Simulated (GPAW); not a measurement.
The system is B.

```
B
1.0
     2.34611    0.00000    0.00000
     0.00000    2.34611    0.00000
     0.00000    0.00000    1.58579
B
1
Direct
  0.50000 0.50000 0.50000
```

The cell was built by a generator and needn't be a form met in nature.

| Property | Result |
| --- | --- |
| Program | GPAW 26.7.0 |
| Task | relaxation of cell and atoms |
| Functional | revPBE |
| Dispersion | D3(BJ)+ATM |
| Potentials or basis | the program's PAW data sets (release 1.2.1) made for this functional |
| Cutoff | 800 eV |
| Basis | pw |
| k mesh | 11 × 11 × 16 |
| Occupations | fermi-dirac, width 0.05 eV |
| Spin | no spin polarisation |

At the start: pressure 8.3 GPa; volume 8.73 Å³/atom.

Task: How do energy, volume and symmetry change on relaxing?

Result: Over 6 steps the energy falls by 49.0 meV/atom and the volume is 9.61 Å³/atom (+10.1 %); space group P4/mmm (No. 123, to 0.05 Å).

The path:
| step | energy change (eV) | largest force (eV/Å) | pressure (GPa) | volume (Å³) |
| --- | --- | --- | --- | --- |
| 1 | 0.0000 | 0.0000 | 8.27 | 8.73 |
| 2 | -0.0123 | 0.0000 | 8.55 | 8.90 |
| 3 | 0.0601 | 0.0000 | -14.44 | 11.45 |
| 4 | -0.0446 | 0.0000 | -2.91 | 9.85 |
| 5 | -0.0314 | 0.0000 | 6.78 | 9.17 |
| 6 | -0.0490 | 0.0000 | 0.11 | 9.61 |

Final structure:
```xyz
1
Lattice="2.4601 0.0000 0.0000 0.0000 2.4601 0.0000 0.0000 0.0000 1.5879" Properties=species:S:1:pos:R:3 pbc="T T T"
B     1.2301    1.2301    0.7939
```

Caveat: later steps reuse the first step's grids; pairwise dispersion overbinds metals, which lowers pressure and volume.
